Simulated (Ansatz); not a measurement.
# Ti2C: tests of the settings

One table from this session's results is given with a row withheld; the runs are named, their logs left out.

Program: Ansatz 0.2.0. Level of theory: DFT r2SCAN, scalar-relativistic, plane waves, PAW. These are calculated values, not measurements.

### The starting structure

Symmetry: R-3m, No. 166, trigonal system. Conventional cell: a = 3.081 Å, b = 3.081 Å, c = 14.441 Å, α = 90.00°, β = 90.00°, γ = 120.00°. Ti (site symmetry 3m) is surrounded by 3 C at 2.11 Å. Around C (site symmetry -3m) lie 6 Ti at 2.11 Å.

As a file:

```cif
data_structure
_symmetry_space_group_name_H-M 'R-3m:H'
_symmetry_Int_Tables_number 166
_cell_length_a 3.0814
_cell_length_b 3.0814
_cell_length_c 14.4413
_cell_angle_alpha 90.000
_cell_angle_beta 90.000
_cell_angle_gamma 120.000
_cell_volume 118.75
loop_
_atom_site_label
_atom_site_type_symbol
_atom_site_symmetry_multiplicity
_atom_site_Wyckoff_symbol
_atom_site_fract_x
_atom_site_fract_y
_atom_site_fract_z
_atom_site_occupancy
Ti1 Ti 6 c 0.00000 0.00000 0.24550 1
C1 C 3 b 0.33333 0.66667 0.16667 1
```

The structure comes from the Materials Project (structure only); it is used as listed.

### The base run, which the others are set against

input.yaml reads:

```yaml
crystal:
  lattice:
    - [1.540698181, 0.8895225095, 4.8137698526]
    - [-1.540698181, 0.8895225095, 4.8137698526]
    - [0.0, -1.779045019, 4.8137698526]
  atoms:
    - { symbol: Ti, position: [0.24549783, 0.24549783, 0.24549783] }
    - { symbol: Ti, position: [0.75450217, 0.75450217, 0.75450217] }
    - { symbol: C, position: [0.5, 0.5, 0.5] }
basis:
  ecutwfc: 500
kpoints:
  mp_grid: { grid: [18, 18, 18] }
hamiltonian:
  xc: r2scan
scf:
  occupations: { method: gaussian, width: 0.1 }
output:
  forces: true
  stress: true
  eigenvalues: true
  populations: true
  write_density: true
  write_potential: true
  elf: true
  volumetric_format: npy
```

Its results, from an earlier run: -1754.2125 eV/atom at zero smearing, pressure -0.50 GPa, largest force 0.084 eV/Å, no gap on the mesh, in 7 SCF cycles and 70 s.

The first run:

input.yaml reads:

```yaml
crystal:
  lattice:
    - [1.540698181, 0.8895225095, 4.8137698526]
    - [-1.540698181, 0.8895225095, 4.8137698526]
    - [0.0, -1.779045019, 4.8137698526]
  atoms:
    - { symbol: Ti, position: [0.24549783, 0.24549783, 0.24549783] }
    - { symbol: Ti, position: [0.75450217, 0.75450217, 0.75450217] }
    - { symbol: C, position: [0.5, 0.5, 0.5] }
basis:
  ecutwfc: 500
kpoints:
  mp_grid: { grid: [1, 1, 1] }
hamiltonian:
  xc: r2scan
scf:
  occupations: { method: gaussian, width: 0.1 }
output:
  forces: true
  stress: true
  eigenvalues: true
```

Run with:

```bash
> ansatz run input.yaml --threads 1 --pin off --max-ram 2560MiB --backend cpu --events-out ev --progress --plain --runs-dir out
```

Steps of the session up to this table: K-point mesh set to 1×1×1; K-point mesh: 3×3×3; K-point mesh set to 6×6×6; K-point mesh: 12×12×12; K-point mesh set to 24×24×24.

One of the session's tables, all rows but one given; the rest of the session is left out.

It belongs to the step «What the k-point mesh changes». 

| mesh | pressure (GPa) | largest change of a force component (eV/Å) |
| --- | --- | --- |
| 1×1×1 | 12.17 | 7.433 |
| 3×3×3 | -1.25 | 0.032 |
| 6×6×6 | ? | ? |
| 12×12×12 | -0.50 | 0.004 |
| 18×18×18 | -0.50 | 0.000 |
| 24×24×24 | -0.50 | 0.000 |

Estimate the missing values for 6×6×6.

The run gave: pressure (GPa): -0.35; largest change of a force component (eV/Å): 0.010. In the column «pressure (GPa)» it lies between 24×24×24 (-0.50) and 1×1×1 (12.17).

Caveats from the session: Energies are per atom, extrapolated to zero smearing, and count from the base run (18×18×18 mesh through Γ, Gaussian smearing of 0.1 eV). The error changes sign along the series, since a k mesh isn't variational, and a metal needs dense meshes to resolve its Fermi surface.
